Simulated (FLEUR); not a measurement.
# Ba (Im-3m) in FLEUR: a series of runs

One crystal, Ba, is run at these levels: PBE, PBEsol; tasks: band structure, equation of state.

Program: FLEUR MaX-R8.1 (later development tree). These are calculated values, not measurements. Logs are shortened: lines on timing, memory, paths and dates and some standing lists are left out, and cuts for length are marked.

## (1) Starting point

The structure is cubic, space group Im-3m (No. 229). The conventional cell has a = 5.013 Å, b = 5.013 Å, c = 5.013 Å, α = 90.00°, β = 90.00°, γ = 90.00°. Ba (site symmetry m-3m) is surrounded by 8 Ba at 4.34 Å.

## (2) Band structure, PBE

inp.xml reads:

```xml
<?xml version="1.0" encoding="UTF-8" standalone="no"?>
<fleurInput fleurInputVersion="0.39">
   <comment>
      Ba                                                                                                  
   </comment>
   <calculationSetup>
      <cutoffs Kmax="4.1" Gmax="12.7" GmaxXC="12.7" numbands="0"/>
      <scfLoop itmax="60" minDistance="0.00001" maxIterBroyd="15" imix="Anderson" alpha="0.05" precondParam="0.0" spinf="2.0" sdNocoIR="T"/>
      <coreElectrons ctail="T" frcor="F" kcrel="0" coretail_lmax="0"/>
      <xcFunctional name="pbe" relativisticCorrections="F"/>
      <magnetism jspins="1"/>
      <soc l_soc="F" theta="0.0" phi="0.0" spav="F"/>
      <expertModes spex="0" secvar="F"/>
      <geometryOptimization l_f="F" forcealpha="1.0" forcemix="BFGS" epsdisp="0.00001" epsforce="0.00001"/>
      <ldaU l_linMix="F" mixParam="0.05" spinf="1.0"/>
   </calculationSetup>
   <cell>
      <bzIntegration valenceElectrons="20.0" mode="hist" fermiSmearingEnergy="0.00183747">
         <kPointListSelection listName="default-1"/>
         <!-- k-points included here -->
         <xi:include xmlns:xi="http://www.w3.org/2001/XInclude" href="kpts.xml"> </xi:include>
      </bzIntegration>
      <!-- symmetry operations included here -->
      <xi:include xmlns:xi="http://www.w3.org/2001/XInclude" href="sym.xml"> </xi:include>
      <bulkLattice scale="1.0">
         <bravaisMatrix>
            <row-1>   -4.7365985313098999     4.7365985313098999     4.7365985313098999</row-1>
            <row-2>    4.7365985313098999    -4.7365985313098999     4.7365985313098999</row-2>
            <row-3>    4.7365985313098999     4.7365985313098999    -4.7365985313098999</row-3>
         </bravaisMatrix>
      </bulkLattice>
   </cell>
   <atomSpecies>
      <species name="Barium (Ba)" element="Ba" atomicNumber="56">
         <mtSphere radius="2.66" gridPoints="879" logIncrement="0.015"/>
         <atomicCutoffs lmax="11" lnonsphr="8"/>
         <electronConfig flipSpins="F">
            <coreConfig>(1s1/2) (2s1/2) (2p1/2) (2p3/2) (3s1/2) (3p1/2) (3p3/2) (4s1/2) (3d3/2) (3d5/2) (4p1/2) (4p3/2)</coreConfig>
            <valenceConfig>(5s1/2) (4d3/2) (4d5/2) (5p1/2) (5p3/2) (6s1/2)</valenceConfig>
         </electronConfig>
         <energyParameters s="6" p="5" d="4" f="4"/>
         <lo type="SCLO" l="0" n="5" eDeriv="0"/>
         <lo type="HELO" l="1" n="6" eDeriv="0"/>
         <lo type="HELO" l="1" n="6" eDeriv="1"/>
         <lo type="HELO" l="2" n="5" eDeriv="0"/>
         <lo type="HELO" l="2" n="5" eDeriv="1"/>
         <lo type="SCLO" l="3" n="4" eDeriv="2"/>
      </species>
   </atomSpecies>
   <atomGroups>
      <atomGroup species="Barium (Ba)">
         <relPos label="                   1">.0000000000 .0000000000 .0000000000</relPos>
         <force calculate="T" relaxXYZ="TTT"/>
      </atomGroup>
   </atomGroups>
   <output dos="F" band="F" slice="F">
      <checks vchk="F" cdinf="F"/>
      <bandDOS minEnergy="-.5*Htr" maxEnergy="0.5*Htr" sigma="0.015" storeEVData="T"/>
      <vacuumDOS vacdos="F" integ="F" star="F" nstars="0" locx1="0.0" locy1="0.0" locx2="0.0" locy2="0.0" nstm="0" tworkf="0.0"/>
      <unfoldingBand unfoldBand="F" supercellX="1" supercellY="1" supercellZ="1"/>
      <plotting iplot="0" polar="F">
         <plot TwoD="T" vec1="  1.0  0.0  0.0" vec2="  0.0  1.0  0.0" vec3="  0.0  0.0  1.0" zero="  0.0  0.0  0.0" file="plot"/>
      </plotting>
      <chargeDensitySlicing numkpt="0" minEigenval="0.0" maxEigenval="0.0" nnne="0" pallst="F"/>
      <specialOutput eonly="F"/>
      <moessbauerParams electricFieldGradient="T" isomerShift="T" coreHyperfine="T" valenceHyperfine="T"/>
      <magneticCircularDichroism mcd="F" energyLo="-10.0" energyUp="0.0"/>
   </output>
  <!-- We include the file relax.xml here to enable relaxations (see documentation) -->
  <xi:include xmlns:xi="http://www.w3.org/2001/XInclude" href="relax.xml"> <xi:fallback/> </xi:include>
</fleurInput>
```

crystal.txt reads:

```
Ba
&input cartesian=F /
-2.5065000000  2.5065000000  2.5065000000
2.5065000000  -2.5065000000  2.5065000000
2.5065000000  2.5065000000  -2.5065000000
1.8897261246
1.0 1.0 1.0

1
56 0.0000000000  0.0000000000  0.0000000000

&kpt div1=8 div2=8 div3=8 gamma=T /
```

inp.xml (bands) reads:

```
<?xml version="1.0" encoding="UTF-8" standalone="no"?>
<fleurInput fleurInputVersion="0.39">
   <comment>
      Ba                                                                                                  
   </comment>
   <calculationSetup>
      <cutoffs Kmax="4.1" Gmax="12.7" GmaxXC="12.7" numbands="0"/>
      <scfLoop itmax="60" minDistance="0.00001" maxIterBroyd="15" imix="Anderson" alpha="0.05" precondParam="0.0" spinf="2.0" sdNocoIR="T"/>
      <coreElectrons ctail="T" frcor="F" kcrel="0" coretail_lmax="0"/>
      <xcFunctional name="pbe" relativisticCorrections="F"/>
      <magnetism jspins="1"/>
      <soc l_soc="F" theta="0.0" phi="0.0" spav="F"/>
      <expertModes spex="0" secvar="F"/>
      <geometryOptimization l_f="F" forcealpha="1.0" forcemix="BFGS" epsdisp="0.00001" epsforce="0.00001"/>
      <ldaU l_linMix="F" mixParam="0.05" spinf="1.0"/>
   </calculationSetup>
   <cell>
      <bzIntegration valenceElectrons="20.0" mode="hist" fermiSmearingEnergy="0.00183747">
         <kPointListSelection listName="path-1"/>
         <!-- k-points included here -->
         <xi:include xmlns:xi="http://www.w3.org/2001/XInclude" href="kpts.xml"> </xi:include>
      </bzIntegration>
      <!-- symmetry operations included here -->
      <xi:include xmlns:xi="http://www.w3.org/2001/XInclude" href="sym.xml"> </xi:include>
      <bulkLattice scale="1.0">
         <bravaisMatrix>
            <row-1>   -4.7365985313098999     4.7365985313098999     4.7365985313098999</row-1>
            <row-2>    4.7365985313098999    -4.7365985313098999     4.7365985313098999</row-2>
            <row-3>    4.7365985313098999     4.7365985313098999    -4.7365985313098999</row-3>
         </bravaisMatrix>
      </bulkLattice>
   </cell>
   <atomSpecies>
      <species name="Barium (Ba)" element="Ba" atomicNumber="56">
         <mtSphere radius="2.66" gridPoints="879" logIncrement="0.015"/>
         <atomicCutoffs lmax="11" lnonsphr="8"/>
         <electronConfig flipSpins="F">
            <coreConfig>(1s1/2) (2s1/2) (2p1/2) (2p3/2) (3s1/2) (3p1/2) (3p3/2) (4s1/2) (3d3/2) (3d5/2) (4p1/2) (4p3/2)</coreConfig>
            <valenceConfig>(5s1/2) (4d3/2) (4d5/2) (5p1/2) (5p3/2) (6s1/2)</valenceConfig>
         </electronConfig>
         <energyParameters s="6" p="5" d="4" f="4"/>
         <lo type="SCLO" l="0" n="5" eDeriv="0"/>
         <lo type="HELO" l="1" n="6" eDeriv="0"/>
         <lo type="HELO" l="1" n="6" eDeriv="1"/>
         <lo type="HELO" l="2" n="5" eDeriv="0"/>
         <lo type="HELO" l="2" n="5" eDeriv="1"/>
         <lo type="SCLO" l="3" n="4" eDeriv="2"/>
      </species>
   </atomSpecies>
   <atomGroups>
      <atomGroup species="Barium (Ba)">
         <relPos label="                   1">.0000000000 .0000000000 .0000000000</relPos>
         <force calculate="T" relaxXYZ="TTT"/>
      </atomGroup>
   </atomGroups>
   <output dos="F" band="T" slice="F">
      <checks vchk="F" cdinf="F"/>
      <bandDOS minEnergy="-.5*Htr" maxEnergy="0.5*Htr" sigma="0.015" storeEVData="T"/>
      <vacuumDOS vacdos="F" integ="F" star="F" nstars="0" locx1="0.0" locy1="0.0" locx2="0.0" locy2="0.0" nstm="0" tworkf="0.0"/>
      <unfoldingBand unfoldBand="F" supercellX="1" supercellY="1" supercellZ="1"/>
      <plotting iplot="0" polar="F">
         <plot TwoD="T" vec1="  1.0  0.0  0.0" vec2="  0.0  1.0  0.0" vec3="  0.0  0.0  1.0" zero="  0.0  0.0  0.0" file="plot"/>
      </plotting>
      <chargeDensitySlicing numkpt="0" minEigenval="0.0" maxEigenval="0.0" nnne="0" pallst="F"/>
      <specialOutput eonly="F"/>
      <moessbauerParams electricFieldGradient="T" isomerShift="T" coreHyperfine="T" valenceHyperfine="T"/>
      <magneticCircularDichroism mcd="F" energyLo="-10.0" energyUp="0.0"/>
   </output>
  <!-- We include the file relax.xml here to enable relaxations (see documentation) -->
  <xi:include xmlns:xi="http://www.w3.org/2001/XInclude" href="relax.xml"> <xi:fallback/> </xi:include>
</fleurInput>
```

Potentials or basis: all-electron, FLAPW.

Run with:

```
> inpgen -f crystal.txt -profile fastHighL
> # inp.xml edited to the form shown
> fleur_MPI
> fleur_MPI   # second run, on inp.xml (bands)
```

Log:

```text
Welcome to FLEUR        (www.flapw.de)
      MaX-Release 8.1          (www.max-centre.eu)

 ========== k-point set info ==========
 Selected k-point list: default-1
 k-point list type: mesh
 8 x 8 x 8
 Number of k points: 29

 ------------Calculation Setup---------------------------
 Number of MPI-tasks      :            1
 Number of PE/node        :            1
 Number of OMP-threads    :            1
 Most efficient MPI parallelization for:
           1          29
 Additional eigenvalue parallelization possible
 Number of basis functions:          573
 Approximate size of matrices (H+S) per k-point:         0.005 GB
 --------------------------------------------------------
 Iteration:     1   Distance:       2.80175874 me/bohr^3
 Iteration:     2   Distance:       2.64416726 me/bohr^3
 Iteration:     3   Distance:       0.48223185 me/bohr^3
 Iteration:     4   Distance:       0.04494767 me/bohr^3
 Iteration:     5   Distance:       0.03876369 me/bohr^3
 Iteration:     6   Distance:       0.00625849 me/bohr^3
 Iteration:     7   Distance:       0.00258137 me/bohr^3
 Iteration:     8   Distance:       0.00106238 me/bohr^3
 Iteration:     9   Distance:       0.00009939 me/bohr^3
 Iteration:    10   Distance:       0.00012162 me/bohr^3
 Iteration:    11   Distance:       0.00000692 me/bohr^3

 ********************************************************************
 Run finished successfully
 Stop message:
   all done
 ********************************************************************
```

output (bands):

```text
Welcome to FLEUR        (www.flapw.de)
      MaX-Release 8.1          (www.max-centre.eu)

 ========== k-point set info ==========
 Selected k-point list: path-1
 k-point list type: path
 Number of k points: 60

 ------------Calculation Setup---------------------------
 Number of MPI-tasks      :            1
 Number of PE/node        :            1
 Number of OMP-threads    :            1
 Most efficient MPI parallelization for:
           1           2           3           4           5           6          10          12          15          20          30          60
 Additional eigenvalue parallelization possible
 Number of basis functions:          573
 Approximate size of matrices (H+S) per k-point:         0.005 GB
 --------------------------------------------------------
 Fermi energy correction for metals:
 Fermi energy in bands.* files may not be consistent with last density.
 Please correct it manually (e.g. in band.gnu file).

 Note: Band structure data (together with different weights) is also stored in the banddos.hdf file.
       A convenient way of extracting and plotting the data from that file is by making use of the

 ********************************************************************
 Run finished successfully
 Stop message:
   Charge density postprocessing done.
 ********************************************************************
```

out.xml (last iteration):

```text
<iteration numberForCurrentRun="   11" overallNumber="   11">
         <energyParameters units="Htr">
            <atomicEP atomType="1" spin="1" branch="6s" branchLowest="-0.68" branchHighest="3.02" value="0.0997222174"/>
            <atomicEP atomType="1" spin="1" branch="5p" branchLowest="-6.26" branchHighest="0.03" value="-0.3106993580"/>
            <atomicEP atomType="1" spin="1" branch="4d" branchLowest="-27.69" branchHighest="-2.91" value="-2.8737431370"/>
            <atomicEP atomType="1" spin="1" branch="4f" branchLowest="-9.99" branchHighest="0.56" value="0.3591967117"/>
            <loAtomicEP atomType="1" spin="1" branch="5s" branchLowest="-8.57" branchHighest="-0.68" value="-0.8626497191"/>
            <heloAtomicEP atomType="1" spin="1" branch="6p" branchLowest="2.45" branchHighest="2.45" value="2.4515546232"/>
            <heloAtomicEP atomType="1" spin="1" branch="6p" branchLowest="2.45" branchHighest="2.45" value="2.4515546232"/>
            <heloAtomicEP atomType="1" spin="1" branch="5d" branchLowest="0.82" branchHighest="0.82" value="0.8228738041"/>
            <heloAtomicEP atomType="1" spin="1" branch="5d" branchLowest="0.82" branchHighest="0.82" value="0.8228738041"/>
            <loAtomicEP atomType="1" spin="1" branch="4f" branchLowest="-9.99" branchHighest="0.56" value="0.3587719558"/>
         </energyParameters>
         <eigenvalues>
            <eigenvaluesAt spin="1" ikpt="1" k_x="0.00000000" k_y="0.00000000" k_z="0.00000000">
                      -2.9115113682       -2.9115113682       -2.9115113682       -2.9113049477       -2.9113049477
                      -0.8589501678       -0.3057829337       -0.3057829337       -0.3057829337        0.1012177038
                       0.2695191769        0.2695191769        0.2695191769        0.3209534783        0.3209534783
                       0.3887364208
            </eigenvaluesAt>
            <eigenvaluesAt spin="1" ikpt="2" k_x="0.00000000" k_y="0.00000000" k_z="0.12500000">
                      -2.9115108325       -2.9115108161       -2.9115106567       -2.9113045906       -2.9113045854
                      -0.8587181972       -0.3084293489       -0.3065993564       -0.3057991706        0.1117460602
                       0.2608648524        0.2630894447        0.2797954674        0.3089607359        0.3190373830
                       0.3974415818
            </eigenvaluesAt>
            <eigenvaluesAt spin="1" ikpt="3" k_x="0.00000000" k_y="0.00000000" k_z="0.25000000">
                      -2.9115109896       -2.9115107498       -2.9115106075       -2.9113049332       -2.9113047884
                      -0.8581559607       -0.3145655203       -0.3085422754       -0.3058399065        0.1383097674
[... 30 lines left out ...]
            <state n="3" l="2" j="2.5" energy="-27.4652341142" weight="3.0000000000"/>
            <state n="4" l="1" j="0.5" energy="-6.6602115072" weight="1.0000000000"/>
            <state n="4" l="1" j="1.5" energy="-6.0949876770" weight="2.0000000000"/>
         </coreStates>
         <allElectronCharges>
            <spinDependentCharge spin="1" total="56.0000000" interstitial="2.6270171" mtSpheres="53.3729829"/>
            <totalCharge value="55.9999999971"/>
         </allElectronCharges>
         <moessbauerParams unitsHFF="kG" unitsIS="e/bohr^3" unitsEFG="Htr/bohr^2">
            <coreIsomerShift atomType="1" isTotal="330032.43521">
               <shell n="1" l="0" isomerShift="284889.84972"/>
               <shell n="2" l="0" isomerShift="35006.24819"/>
               <shell n="2" l="1" isomerShift="1094.20273"/>
               <shell n="3" l="0" isomerShift="7136.88784"/>
               <shell n="3" l="1" isomerShift="243.70429"/>
               <shell n="4" l="0" isomerShift="1609.15011"/>
               <shell n="3" l="2" isomerShift="0.00006"/>
               <shell n="4" l="1" isomerShift="52.39227"/>
            </coreIsomerShift>
            <isomerShift atomType="1" nucleusRadius="0.0001219" averageDensity="330313.74193"/>
            <electricFieldGradient atomType="1" VXX="0.00000" VYY="0.00000" VZZ="0.00000" asymParam="0.00000">
            </electricFieldGradient>
         </moessbauerParams>
         <totalEnergy                                    value="    -8139.3707622601" units="Htr">
            <sumOfEigenvalues                            value="    -5014.3528782916">
               <coreElectrons value="-4981.9942818331"/>
               <valenceElectrons value="-32.3585964585"/>
            </sumOfEigenvalues>
            <densityCoulombPotentialIntegral value="-13443.9491393571"/>
            <densityEffectivePotentialIntegral value="-13702.9261502624"/>
            <chargeDenXCDenIntegral value="-198.3246987030"/>
            <FockExchangeEnergyValence value="0.0000000000"/>
            <FockExchangeEnergyCore value="0.0000000000"/>
            <atomTypeDependentContributions atomType="1">
               <electronNucleiInteractionDifferentMTs value="9879.1244991324"/>
               <MadelungTerm value="-28.5202667170"/>
            </atomTypeDependentContributions>
            <tkbTimesEntropy value="0.0002918554"/>
            <freeEnergy value="-8139.3710541155"/>
            <extrapolationTo0K value="-8139.3709081878"/>
         </totalEnergy>
         <densityConvergence units="me/bohr^3">
            <chargeDensity spin="1" distance="0.0000069227"/>
         </densityConvergence>
      </iteration>
```

Run time: 29 s. Hardware: 1 thread of Arm Neoverse V2, shared host; peak memory 0.07 GiB.

Results:

* Free energy: -221483.5696 eV
* Band gap along the path: none (metal or under the smearing width)
* Valence electrons inside the program's atomic spheres: Ba 17.37 (radii Ba 2.66 bohr)

Levels at the corners of the path, in eV from the Fermi level:
| point | band 6 | band 7 | band 8 | band 9 | band 10 | band 11 | band 12 | band 13 | band 14 | band 15 |
| --- | --- | --- | --- | --- | --- | --- | --- | --- | --- | --- |
| Γ | -28.85 | -13.80 | -13.80 | -13.80 | -2.72 | 1.86 | 1.86 | 1.86 | 3.26 | 3.26 |
| H | -28.77 | -14.12 | -14.12 | -14.12 | -0.52 | -0.52 | 4.05 | 4.05 | 4.05 | 4.76 |
| N | -28.81 | -14.26 | -13.95 | -13.80 | -0.87 | 0.72 | 1.25 | 3.23 | 3.81 | 4.59 |
| Γ | -28.85 | -13.80 | -13.80 | -13.80 | -2.72 | 1.86 | 1.86 | 1.86 | 3.26 | 3.26 |
| P | -28.80 | -14.03 | -14.03 | -14.03 | 0.55 | 0.55 | 0.55 | 3.57 | 3.91 | 3.91 |
| H | -28.77 | -14.12 | -14.12 | -14.12 | -0.52 | -0.52 | 4.05 | 4.05 | 4.05 | 4.76 |
| P | -28.80 | -14.03 | -14.03 | -14.03 | 0.55 | 0.55 | 0.55 | 3.57 | 3.91 | 3.91 |
| N | -28.81 | -14.26 | -13.95 | -13.80 | -0.87 | 0.72 | 1.25 | 3.23 | 3.81 | 4.59 |

Core levels (eV from the Fermi level):
```csv
atom,levels
1 Ba,"1s1/2 -37225.5, 2s1/2 -5877.7, 2p1/2 -5536.1, 2p3/2 -5154.3, 3s1/2 -1236.9, 3p1/2 -1093.6, 3p3/2 -1019.8, 4s1/2 -238.8, 3d3/2 -768.6, 3d5/2 -752.8, 4p1/2 -186.7, 4p3/2 -171.3"
```

Caveat: spin-orbit coupling is left out, which moves the levels of the heavy elements.

(Part 1 of 4 ends here.)
